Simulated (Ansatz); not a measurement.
# BaSc3: the cost of one run

Method: DFT PBE, scalar-relativistic, plane waves, PAW, in Ansatz 0.2.0.

1 further run of the same task is left out (it didn't finish).

## (1) The system as given

The structure is cubic, space group Pm-3n (No. 223). Conventional cell: a = 5.830 Å, b = 5.830 Å, c = 5.830 Å, α = 90.00°, β = 90.00°, γ = 90.00°. Around Ba (site symmetry m-3) lie 12 Sc at 3.26 Å. Sc (site symmetry -4m2) is surrounded by 2 Sc at 2.91 Å and 4 Ba at 3.26 Å.

Structure file:

```cif
data_structure
_symmetry_space_group_name_H-M 'P 1'
_symmetry_Int_Tables_number 1
_cell_length_a 5.8297
_cell_length_b 5.8297
_cell_length_c 5.8297
_cell_angle_alpha 90.000
_cell_angle_beta 90.000
_cell_angle_gamma 90.000
_cell_volume 198.12
loop_
_atom_site_label
_atom_site_type_symbol
_atom_site_fract_x
_atom_site_fract_y
_atom_site_fract_z
_atom_site_occupancy
Ba1 Ba 0.00000 0.00000 0.00000 1
Ba2 Ba 0.50000 0.50000 0.50000 1
Sc1 Sc 0.00000 0.50000 0.25000 1
Sc2 Sc 0.00000 0.50000 0.75000 1
Sc3 Sc 0.25000 0.00000 0.50000 1
Sc4 Sc 0.75000 0.00000 0.50000 1
Sc5 Sc 0.50000 0.75000 0.00000 1
Sc6 Sc 0.50000 0.25000 0.00000 1
```

This is candidate A: A15 type (Pm-3n, No. 223).

(A quick probe on a coarse mesh, which set the mesh and smearing, is not shown.)

## (3) A loose first relaxation (candidate A)

File input.yaml:

```yaml
crystal:
  lattice:
    - [5.8296563971, 0.0, 0.0]
    - [0.0, 5.8296563971, 0.0]
    - [0.0, 0.0, 5.8296563971]
  atoms:
    - { symbol: Ba, position: [0.0, 0.0, 0.0] }
    - { symbol: Ba, position: [0.5, 0.5, 0.5] }
    - { symbol: Sc, position: [0.0, 0.5, 0.25] }
    - { symbol: Sc, position: [0.0, 0.5, 0.75] }
    - { symbol: Sc, position: [0.25, 0.0, 0.5] }
    - { symbol: Sc, position: [0.75, 0.0, 0.5] }
    - { symbol: Sc, position: [0.5, 0.75, 0.0] }
    - { symbol: Sc, position: [0.5, 0.25, 0.0] }
basis:
  ecutwfc: 420
kpoints:
  mp_grid: { grid: [4, 4, 4] }
hamiltonian:
  xc: pbe
scf:
  occupations: { method: gaussian, width: 0.1 }
  lower_state_search: "off"
output:
  forces: true
  stress: true
  eigenvalues: true
relax:
  adjacent_minimum: "off"
  f_tol: 0.04
  max_steps: 70
  cell: { stress_tol: 0.4 }
```

Command:

```console
$ ansatz run input.yaml --threads 1 --pin off --max-ram 2560MiB --backend cpu --events-out ev --progress --plain --runs-dir out
```

What time and memory should one allow on 1 thread of Intel Xeon 6975P-C (Granite Rapids), shared host?

About 30 s, with a peak of 0.55 GiB.
